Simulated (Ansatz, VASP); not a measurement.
Two plane-wave programs on Pb

```xyz
1
Lattice="0.0000 2.5076 2.5076 2.5076 0.0000 2.5076 2.5076 2.5076 0.0000" Properties=species:S:1:pos:R:3 pbc="T T T"
Pb    0.0000    0.0000    0.0000
```

Alike in both runs: task single point; functional revPBE; k mesh 9 × 9 × 9; occupations fermi-dirac, width 0.05 eV; no spin polarisation.

```csv
,VASP,Ansatz
version,VASP 6.6.1,Ansatz 0.2.0
potentials or method,"VASP PAW PBE potentials, release 64 (Pb_d)",Ansatz PAW
plane-wave cutoff (eV),520,420
valence electrons in the cell,14,14
```

```csv
,VASP,Ansatz,Ansatz less VASP
gap on the k mesh at the Fermi level (eV),none,none,-
pressure (GPa),1.5,1.5,+0.06
```

A gap of «none» marks a metal or a gap that the smearing closes.

Caveats: the PAW data sets were made with another functional, which shifts forces and pressure a little (VASP); the PAW data sets come from PBE, with cores solved anew for the run's functional, which leaves a small shift of forces and pressure (Ansatz). Spin-orbit coupling is left out, which matters for the levels of Pb.
